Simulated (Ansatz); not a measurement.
## CdS: band gap by level of theory

```cif
data_structure
_symmetry_space_group_name_H-M 'P6_3mc'
_symmetry_Int_Tables_number 186
_cell_length_a 4.1500
_cell_length_b 4.1500
_cell_length_c 6.7370
_cell_angle_alpha 90.000
_cell_angle_beta 90.000
_cell_angle_gamma 120.000
_cell_volume 100.48
loop_
_atom_site_label
_atom_site_type_symbol
_atom_site_symmetry_multiplicity
_atom_site_Wyckoff_symbol
_atom_site_fract_x
_atom_site_fract_y
_atom_site_fract_z
_atom_site_occupancy
Cd1 Cd 2 b 0.66667 0.33333 0.50000 1
S1 S 2 b 0.66667 0.33333 0.87500 1
```

| rung | level | program and potentials | cutoff (eV) | k mesh | task | spin | core time | chip | band gap (eV) | miss (eV) | notes |
| --- | --- | --- | --- | --- | --- | --- | --- | --- | --- | --- | --- |
| LDA | LDA | Ansatz, Ansatz PAW | 420 | 7 × 7 × 4 | band structure | off | 36 s | Intel Xeon Skylake/Cascade Lake | 0.91 | -1.57 | potentials made for PBE, which Ansatz adapts in part |
| GGA | RPBE | Ansatz, Ansatz PAW | 420 | 7 × 7 × 4 | band structure | off | 37 s | Intel Xeon Skylake/Cascade Lake | 1.38 | -1.10 | potentials made for PBE, which Ansatz adapts in part |
| GGA | BLYP | Ansatz, Ansatz PAW | 420 | 7 × 7 × 4 | band structure | off | 40 s | Intel Xeon Skylake/Cascade Lake | 1.14 | -1.34 | potentials made for PBE, which Ansatz adapts in part |
| G0W0 | G0W0 on HSE06 | Ansatz, Ansatz PAW | 420 | 6 × 6 × 2 | G0W0 quasiparticle levels | off | 44 s | AMD EPYC 7R13 Zen 3 | 2.54 | +0.06 | bands, basis or mesh of the many-body step not converged; potentials made for PBE, which Ansatz adapts in part; response cutoff 120 eV, bands 299 |
| hybrid | HSE06 | Ansatz, Ansatz PAW | 420 | 6 × 6 × 4 | band structure | off | 58 s | AMD EPYC 7R13 Zen 3 | (a) | ? | potentials made for PBE, which Ansatz adapts in part |
| GGA | PBE | Ansatz, Ansatz PAW | 420 | 5 × 5 × 3 | band structure | SOC, no magnetisation | 3.7 min | Intel Xeon Skylake/Cascade Lake | 1.18 | -1.30 | - |
| LDA | LDA | Ansatz, Ansatz PAW | 420 | 5 × 5 × 3 | band structure | SOC, no magnetisation | 3.8 min | Intel Xeon Skylake/Cascade Lake | 0.89 | -1.59 | potentials made for PBE, which Ansatz adapts in part |
| LDA | LDA | Ansatz, Ansatz PAW | 420 | 7 × 7 × 4 | band structure | SOC, no magnetisation | 3.9 min | Arm Neoverse V1 | (b) | ? | potentials made for PBE, which Ansatz adapts in part |
| hybrid | PBEsol0 | Ansatz, Ansatz PAW | 420 | 4 × 4 × 3 | band structure | off | 3.9 min | Intel Xeon 6975P-C Granite Rapids | 2.75 | +0.27 | coarse mesh; potentials made for PBE, which Ansatz adapts in part |
| LDA | LDA | Ansatz, Ansatz PAW | 420 | 6 × 6 × 4 | elastic constants | off | 4.2 min | Arm Neoverse V1 | 0.91 | -1.57 | potentials made for PBE, which Ansatz adapts in part |
| hybrid | HSEsol | Ansatz, Ansatz PAW | 420 | 4 × 4 × 3 | band structure | off | 6.3 min | Arm Neoverse V2 | 2.08 | -0.40 | coarse mesh; potentials made for PBE, which Ansatz adapts in part |
| hybrid | r2SCANh | Ansatz, Ansatz PAW | 500 | 4 × 4 × 3 | band structure | off | 10 min | Arm Neoverse V1 | 2.25 | -0.23 | coarse mesh; potentials made for PBE, which Ansatz adapts in part |
| hybrid | B3LYP | Ansatz, Ansatz PAW | 420 | 4 × 4 × 2 | band structure | off | 11 min | Intel Xeon Skylake/Cascade Lake | 2.49 | +0.01 | coarse mesh; potentials made for PBE, which Ansatz adapts in part |
| hybrid | HSEsol | Ansatz, Ansatz PAW | 420 | 4 × 4 × 2 | band structure | off | 11 min | Intel Xeon Skylake/Cascade Lake | 2.08 | -0.40 | coarse mesh; potentials made for PBE, which Ansatz adapts in part |
| hybrid | PBE0 | Ansatz, Ansatz PAW | 420 | 4 × 4 × 2 | band structure | off | 12 min | Intel Xeon Skylake/Cascade Lake | 2.90 | +0.42 | coarse mesh; potentials made for PBE, which Ansatz adapts in part |
| Hartree-Fock | HF | Ansatz, Ansatz PAW | 420 | 4 × 4 × 2 | band structure | off | 13 min | Intel Xeon Skylake/Cascade Lake | 8.61 | +6.13 | coarse mesh; potentials made for PBE, which Ansatz adapts in part |
| hybrid | r2SCANh | Ansatz, Ansatz PAW | 500 | 4 × 4 × 2 | band structure | off | 15 min | Intel Xeon Skylake/Cascade Lake | 2.25 | -0.23 | coarse mesh; potentials made for PBE, which Ansatz adapts in part |
| hybrid | r2SCAN50 | Ansatz, Ansatz PAW | 500 | 4 × 4 × 2 | band structure | off | 16 min | Intel Xeon Skylake/Cascade Lake | 4.75 | +2.27 | coarse mesh; potentials made for PBE, which Ansatz adapts in part |

Times are single runs on shared hosts and different chips, so they are rough; meshes, cutoffs and the tasks' sizes weigh on the time. Gaps are the least found on the k mesh or the band path, and a mesh can miss the band edges. The cell comes from a database and isn't always the measured one. Meshes differ between rows, which moves values too. All levels ran on this one cell, unrelaxed unless noted. Meshes are those of the run's cell of 4 atoms unless a note names another. Misses use the values as printed. Runs on faulty files, with rough fits or with known faults for this quantity aren't shown.

Measured: 2.48 eV at 300 K (a printed reference work). The runs are for a static lattice.

Q: Estimate the values left out from the other rows.

A: (a) 2.22 eV, miss -0.26; (b) 0.90 eV, miss -1.58.
